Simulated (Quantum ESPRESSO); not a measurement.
# KTaO3 (Pm-3m) in Quantum ESPRESSO: notebook, part 3 of 4

Quantum ESPRESSO 7.5. The steps go on from the part before.

## (4) Phonons, PBE

Input file pw.in:

```
&CONTROL
  calculation = 'scf'
  prefix = 'pwscf'
  outdir = './tmp'
  pseudo_dir = './pseudo'
  tprnfor = .true.
  tstress = .true.
  disk_io = 'low'
/
&SYSTEM
  ibrav = 0
  A = 3.9883
  nat = 5
  ntyp = 3
  ecutwfc = 88
  nbnd = 28
  occupations = 'smearing'
  smearing = 'fd'
  degauss = 0.00367493
/
&ELECTRONS
  conv_thr = 1d-09
  electron_maxstep = 120
  mixing_beta = 0.5
/
ATOMIC_SPECIES
Ta   180.9479 73_Ta_13_2.2_2.6_pbe_n_v1.0.upf
K     39.0983 19_K_9_2.2_2.7_pbe_n_v1.0.upf
O     15.9990 08_O_6_1.2_1.4_pbe_n_v1.0.upf
CELL_PARAMETERS alat
   1.0000000000    0.0000000000    0.0000000000
   0.0000000000    1.0000000000    0.0000000000
   0.0000000000    0.0000000000    1.0000000000
ATOMIC_POSITIONS alat
Ta     0.0000000000    0.0000000000    0.0000000000
K      0.5000000000    0.5000000000    0.5000000000
O      0.0000000000    0.0000000000    0.5000000000
O      0.0000000000    0.5000000000    0.0000000000
O      0.5000000000    0.0000000000    0.0000000000
K_POINTS automatic
4 4 4 1 1 1
```

Input file scf2.in:

```
&CONTROL
  calculation = 'scf'
  prefix = 'pwscf'
  outdir = './tmp'
  pseudo_dir = './pseudo'
  tprnfor = .true.
  tstress = .true.
  disk_io = 'low'
/
&SYSTEM
  ibrav = 0
  A = 3.9883
  nat = 5
  ntyp = 3
  ecutwfc = 88
  nbnd = 28
  occupations = 'fixed'
/
&ELECTRONS
  conv_thr = 1d-13
  electron_maxstep = 120
  mixing_beta = 0.5
  startingpot = 'file'
  startingwfc = 'file'
/
ATOMIC_SPECIES
Ta   180.9479 73_Ta_13_2.2_2.6_pbe_n_v1.0.upf
K     39.0983 19_K_9_2.2_2.7_pbe_n_v1.0.upf
O     15.9990 08_O_6_1.2_1.4_pbe_n_v1.0.upf
CELL_PARAMETERS alat
   1.0000000000    0.0000000000    0.0000000000
   0.0000000000    1.0000000000    0.0000000000
   0.0000000000    0.0000000000    1.0000000000
ATOMIC_POSITIONS alat
Ta     0.0000000000    0.0000000000    0.0000000000
K      0.5000000000    0.5000000000    0.5000000000
O      0.0000000000    0.0000000000    0.5000000000
O      0.0000000000    0.5000000000    0.0000000000
O      0.5000000000    0.0000000000    0.0000000000
K_POINTS automatic
4 4 4 1 1 1
```

Input file ph.in:

```
phonons of KTaO3
&INPUTPH
  prefix = 'pwscf'
  outdir = './tmp'
  tr2_ph = 1d-18
  fildyn = 'dyn'
  niter_ph = 90
  alpha_mix(1) = 0.7
  epsil = .true.
/
0.0000000000 0.0000000000 0.0000000000
```

Input file dynmat.in:

```
&INPUT
  fildyn = 'dyn'
  asr = 'crystal'
  lperm = .true.
  filout = 'dynmat.disp'
  fileig = 'dynmat.eig'
/
```

Input file dynmat_lo.in:

```
&INPUT
  fildyn = 'dyn'
  asr = 'crystal'
  filout = 'dynmat_lo.disp'
  fileig = 'dynmat_lo.eig'
  q(1) = 0
  q(2) = 0
  q(3) = 1
/
```

Potentials or basis: SPMS 1.0 PBE.

Command:

```
$ OMP_NUM_THREADS=1 mpirun -n 4 pw.x -nk 2 -in pw.in > pw.out
$ OMP_NUM_THREADS=1 mpirun -n 4 pw.x -nk 2 -in scf2.in > scf2.out
$ OMP_NUM_THREADS=1 mpirun -n 4 ph.x -nk 2 -in ph.in > ph.out
$ OMP_NUM_THREADS=1 mpirun -n 1 dynmat.x -in dynmat.in > dynmat.out
$ OMP_NUM_THREADS=1 mpirun -n 1 dynmat.x -in dynmat_lo.in > dynmat_lo.out
```

pw.out:

```text
This program is part of the open-source Quantum ESPRESSO suite
     for quantum simulation of materials; please cite
[... 6 lines left out ...]
     using ibrav=0 with symmetry is DISCOURAGED, use correct ibrav instead

     K-points division:     npool     =       2
     Subspace diagonalization in iterative solution of the eigenvalue problem:
     a serial algorithm will be used

     --------------------
     sticks:   dense  smooth     PW     G-vecs:    dense   smooth      PW
     Min         798     798    218                23916    23916    3536
     Max         799     799    219                23917    23917    3539
     Sum        1597    1597    437                47833    47833    7075

     Using Slab Decomposition

     bravais-lattice index     =            0
     lattice parameter (alat)  =       7.5368  a.u.
     unit-cell volume          =     428.1146 (a.u.)^3
     number of atoms/cell      =            5
     number of atomic types    =            3
     number of electrons       =        40.00
     number of Kohn-Sham states=           28
     kinetic-energy cutoff     =      88.0000  Ry
     charge density cutoff     =     352.0000  Ry
     scf convergence threshold =      1.0E-09
     mixing beta               =       0.5000
     number of iterations used =            8  plain     mixing
     Exchange-correlation= PBE
                           (   1   4   3   4   0   0   0)

     celldm(1)=   7.536795  celldm(2)=   0.000000  celldm(3)=   0.000000
     celldm(4)=   0.000000  celldm(5)=   0.000000  celldm(6)=   0.000000

     crystal axes: (cart. coord. in units of alat)
               a(1) = (   1.000000   0.000000   0.000000 )
               a(2) = (   0.000000   1.000000   0.000000 )
               a(3) = (   0.000000   0.000000   1.000000 )

     reciprocal axes: (cart. coord. in units 2 pi/alat)
               b(1) = (  1.000000  0.000000  0.000000 )
               b(2) = (  0.000000  1.000000  0.000000 )
               b(3) = (  0.000000  0.000000  1.000000 )

     PseudoPot. # 1 for Ta read from file:
     73_Ta_13_2.2_2.6_pbe_n_v1.0.upf
     Pseudo is Norm-conserving + core correction, Zval = 13.0
     Generated using ONCVPSP code by D. R. Hamann
     Using radial grid of 1452 points,  8 beta functions with:
                l(1) =   0
                l(2) =   0
                l(3) =   1
                l(4) =   1
                l(5) =   2
                l(6) =   2
                l(7) =   3
                l(8) =   3

     PseudoPot. # 2 for K  read from file:
     19_K_9_2.2_2.7_pbe_n_v1.0.upf
     Pseudo is Norm-conserving + core correction, Zval =  9.0
     Generated using ONCVPSP code by D. R. Hamann
     Using radial grid of 2234 points,  6 beta functions with:
                l(1) =   0
                l(2) =   0
                l(3) =   1
                l(4) =   1
                l(5) =   2
                l(6) =   2

     PseudoPot. # 3 for O  read from file:
     08_O_6_1.2_1.4_pbe_n_v1.0.upf
     Pseudo is Norm-conserving + core correction, Zval =  6.0
     Generated using ONCVPSP code by D. R. Hamann
     Using radial grid of  934 points,  5 beta functions with:
                l(1) =   0
                l(2) =   0
                l(3) =   1
                l(4) =   1
                l(5) =   2

     atomic species   valence    mass     pseudopotential
     Ta               13.00   180.94790     Ta( 1.00)
     K                 9.00    39.09830     K ( 1.00)
     O                 6.00    15.99900     O ( 1.00)

     48 Sym. Ops., with inversion, found

   Cartesian axes

     site n.     atom                  positions (alat units)
         1        Ta     tau(   1) = (   0.0000000   0.0000000   0.0000000  )
         2        K      tau(   2) = (   0.5000000   0.5000000   0.5000000  )
         3        O      tau(   3) = (   0.0000000   0.0000000   0.5000000  )
         4        O      tau(   4) = (   0.0000000   0.5000000   0.0000000  )
         5        O      tau(   5) = (   0.5000000   0.0000000   0.0000000  )

     number of k points=     4  Fermi-Dirac smearing, width (Ry)=  0.0037
                       cart. coord. in units 2pi/alat
        k(    1) = (   0.1250000   0.1250000   0.1250000), wk =   0.2500000
        k(    2) = (   0.1250000   0.1250000   0.3750000), wk =   0.7500000
        k(    3) = (   0.1250000   0.3750000   0.3750000), wk =   0.7500000
        k(    4) = (   0.3750000   0.3750000   0.3750000), wk =   0.2500000

     Dense  grid:    47833 G-vectors     FFT dimensions: (  45,  45,  45)

     Initial potential from superposition of free atoms

     starting charge      39.9798, renormalised to      40.0000
     Starting wfcs are   27 randomized atomic wfcs +    1 random wfcs

     Self-consistent Calculation

     iteration #  1     ecut=    88.00 Ry     beta= 0.50
     Davidson diagonalization with overlap
     ethr =  1.00E-02,  avg # of iterations =  5.8

     total energy              =    -289.89604115 Ry
     estimated scf accuracy    <       1.65415402 Ry

     iteration #  2     ecut=    88.00 Ry     beta= 0.50
     Davidson diagonalization with overlap
     ethr =  4.14E-03,  avg # of iterations =  2.2

     total energy              =    -290.30773898 Ry
     estimated scf accuracy    <       0.86953421 Ry

     iteration #  3     ecut=    88.00 Ry     beta= 0.50
     Davidson diagonalization with overlap
     ethr =  2.17E-03,  avg # of iterations =  2.0

     total energy              =    -290.49024890 Ry
     estimated scf accuracy    <       0.02732593 Ry

     iteration #  4     ecut=    88.00 Ry     beta= 0.50
     Davidson diagonalization with overlap
     ethr =  6.83E-05,  avg # of iterations =  7.2

     total energy              =    -290.49270640 Ry
     estimated scf accuracy    <       0.00418780 Ry

     iteration #  5     ecut=    88.00 Ry     beta= 0.50
     Davidson diagonalization with overlap
     ethr =  1.05E-05,  avg # of iterations =  3.5

     total energy              =    -290.49320897 Ry
     estimated scf accuracy    <       0.00073799 Ry

     iteration #  6     ecut=    88.00 Ry     beta= 0.50
     Davidson diagonalization with overlap
     ethr =  1.84E-06,  avg # of iterations =  4.0

     total energy              =    -290.49339702 Ry
     estimated scf accuracy    <       0.00004155 Ry

     iteration #  7     ecut=    88.00 Ry     beta= 0.50
     Davidson diagonalization with overlap
     ethr =  1.04E-07,  avg # of iterations =  2.8

     total energy              =    -290.49339167 Ry
     estimated scf accuracy    <       0.00001906 Ry

     iteration #  8     ecut=    88.00 Ry     beta= 0.50
     Davidson diagonalization with overlap
     ethr =  4.76E-08,  avg # of iterations =  2.2

     total energy              =    -290.49339631 Ry
     estimated scf accuracy    <       0.00000043 Ry

     iteration #  9     ecut=    88.00 Ry     beta= 0.50
     Davidson diagonalization with overlap
     ethr =  1.09E-09,  avg # of iterations =  5.0

     total energy              =    -290.49339635 Ry
     estimated scf accuracy    <       0.00000017 Ry

     iteration # 10     ecut=    88.00 Ry     beta= 0.50
     Davidson diagonalization with overlap
     ethr =  4.17E-10,  avg # of iterations =  1.5

     total energy              =    -290.49339637 Ry
     estimated scf accuracy    <          6.7E-09 Ry

     iteration # 11     ecut=    88.00 Ry     beta= 0.50
     Davidson diagonalization with overlap
     ethr =  1.69E-11,  avg # of iterations =  4.0

     End of self-consistent calculation

          k = 0.1250 0.1250 0.1250 (  5965 PWs)   bands (ev):

   -58.7606 -25.2947 -25.2941 -25.2941 -18.5578  -8.5665  -7.9226  -7.9226
    -2.1294  -2.1294  -2.0480   5.7829   5.9847   5.9847   6.9235   6.9235
     7.1526   7.7946   7.7946   7.8210  11.7548  11.8699  11.8699  16.2512
    16.5135  16.5135  17.4272  17.4272

          k = 0.1250 0.1250 0.3750 (  5979 PWs)   bands (ev):

   -58.7602 -25.3581 -25.2919 -25.2916 -18.5410  -8.4442  -7.9014  -7.3162
    -2.1310  -2.0876  -2.0088   3.7655   5.5364   5.8613   6.0461   6.1559
     7.0391   7.4655   7.6920   7.7528  11.9275  13.5419  13.5708  16.5417
    17.4298  18.1561  18.3199  19.3320

          k = 0.1250 0.3750 0.3750 (  5978 PWs)   bands (ev):

   -58.7598 -25.3552 -25.3548 -25.2892 -18.5297  -8.1717  -7.3690  -7.3181
    -2.1577  -2.1481  -2.0395   3.7350   3.7990   4.6219   5.7044   5.8164
     6.4602   7.5882   7.6588   8.4944  13.5829  13.6451  14.5813  17.1397
    18.6823  18.8572  19.3551  19.4841

          k = 0.3750 0.3750 0.3750 (  5956 PWs)   bands (ev):

   -58.7594 -25.3525 -25.3521 -25.3521 -18.5189  -7.4302  -7.2658  -7.2658
    -2.3082  -2.3082  -2.1994   3.7556   3.8097   3.8097   4.8563   5.0663
     5.0663   8.4282   8.4282   8.5637  14.5794  14.6838  14.6838  18.1662
    18.2638  18.2638  20.3388  20.6196

     the Fermi energy is     9.8162 ev

!    total energy              =    -290.49339637 Ry
     estimated scf accuracy    <          7.7E-10 Ry
     smearing contrib. (-TS)   =      -0.00000000 Ry
     internal energy E=F+TS    =    -290.49339637 Ry

     The total energy is F=E-TS. E is the sum of the following terms:
     one-electron contribution =     -73.48471542 Ry
     hartree contribution      =      57.75892525 Ry
     xc contribution           =     -67.40313337 Ry
     ewald contribution        =    -207.36447283 Ry

     convergence has been achieved in  11 iterations

     Forces acting on atoms (cartesian axes, Ry/au):

     atom    1 type  1   force =     0.00000000    0.00000000    0.00000000
     atom    2 type  2   force =     0.00000000    0.00000000    0.00000000
     atom    3 type  3   force =     0.00000000    0.00000000    0.00000000
     atom    4 type  3   force =     0.00000000    0.00000000    0.00000000
     atom    5 type  3   force =     0.00000000    0.00000000    0.00000000

     Total force =     0.000000     Total SCF correction =     0.000000

     Computing stress (Cartesian axis) and pressure

          total   stress  (Ry/bohr**3)                   (kbar)     P=       45.08
   0.00030646   0.00000000   0.00000000           45.08        0.00        0.00
   0.00000000   0.00030646   0.00000000            0.00       45.08        0.00
   0.00000000   0.00000000   0.00030646            0.00        0.00       45.08

=------------------------------------------------------------------------------=
   JOB DONE.
=------------------------------------------------------------------------------=
```

It took 8.2 min on 4 MPI ranks of Intel Xeon at 2.50GHz (Skylake/Cascade Lake), shared host; peak memory 0.36 GiB.

Results:

```
Free energy                                             : -3952.3640 eV
Pressure after relaxing                                 : 4.5 GPa
Electronic dielectric tensor (diagonal)                 : 5.09
Born charges (mean of the diagonal)                     : Ta +8.45; K +1.15; O -3.12 e
Highest phonon frequency at Γ, LO-TO splitting left out : 533 cm⁻¹
Static dielectric tensor (diagonal)                     : 107.24
```

Phonon frequencies in cm⁻¹ (negative: imaginary):
| q point | frequencies |
| --- | --- |
| (0.000, 0.000, 0.000) | 9 9 9 125 125 125 192 192 192 281 281 281 533 533 533 |

Electronic dielectric tensor:
```
5.09 0.00 0.00
0.00 5.09 0.00
0.00 0.00 5.09
```

Born effective charge tensors (e):
atom 1, Ta
```
8.45 0.00 0.00
0.00 8.45 0.00
0.00 0.00 8.45
```
atom 2, K
```
1.15 0.00 0.00
0.00 1.15 0.00
0.00 0.00 1.15
```
atom 3, O
```
-1.61  0.00  0.00
 0.00 -1.61  0.00
 0.00  0.00 -6.15
```
atom 4, O
```
-1.61  0.00  0.00
 0.00 -6.15  0.00
 0.00  0.00 -1.61
```
atom 5, O
```
-6.15  0.00  0.00
 0.00 -1.61  0.00
 0.00  0.00 -1.61
```

Optical modes at Γ, degenerate ones joined, polar ones without the macroscopic field:
| cm⁻¹ | components | symmetry | active in | IR intensity, summed ((D/Å)²/amu) |
| --- | --- | --- | --- | --- |
| 123 | 3 | T1u | IR | 120.70 |
| 192 | 3 | T1u | IR | 35.95 |
| 281 | 3 | T2u | silent | 0.00 |
| 533 | 3 | T1u | IR | 62.31 |

Zone-centre frequencies without and with the macroscopic field along z (cm⁻¹):
```tsv
	optical modes in rising order
without	123 123 123 192 192 192 281 281 281 533 533 533
with the field	123 123 177 192 192 281 281 281 417 533 533 782
```

Static dielectric tensor, electrons and zone-centre modes:
```
107.24   0.00   0.00
  0.00 107.24   0.00
  0.00   0.00 107.24
```

Caveat: the mesh is thin for the dielectric tensor, Born charges and intensities, which usually come out too large; the cell is more than 3 GPa from zero pressure, which shifts response properties; the Born charges break their sum rule by 0.24 e, a sign of too thin a mesh.

(Continued in part 4 of 4.)
